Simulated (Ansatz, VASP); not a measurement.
One calculation of PbS (Galena), two programs

```xyz
2
Lattice="0.0000 2.8458 2.8458 2.8458 0.0000 2.8458 2.8458 2.8458 0.0000" Properties=species:S:1:pos:R:3 pbc="T T T"
Pb    0.0000    0.0000    0.0000
S     2.8458    2.8458    2.8458
```

Alike in both runs: functional LDA; k mesh 7 × 7 × 7; no spin polarisation.

Ansatz relaxed the structure, and its values are those at the end. VASP's run is a single point on that final structure, the one shown.

```csv
,VASP,Ansatz
version,VASP 6.6.1,Ansatz 0.2.0
potentials or method,"VASP PAW LDA potentials, release 64 (Pb_d, S)","plane waves, PAW"
plane-wave cutoff (eV),520,530
occupations,"gaussian, width 0.01 eV",fixed
valence electrons in the cell,20,20
```

|  | VASP | Ansatz | Ansatz less VASP |
| --- | --- | --- | --- |
| gap on the k mesh at the Fermi level (eV) | 0.87 | 0.87 | -0.007 |
| pressure (GPa) | 6.1 | 6.0 | -0.08 |

The runs have no spin-orbit coupling, so splittings on Pb are missing.
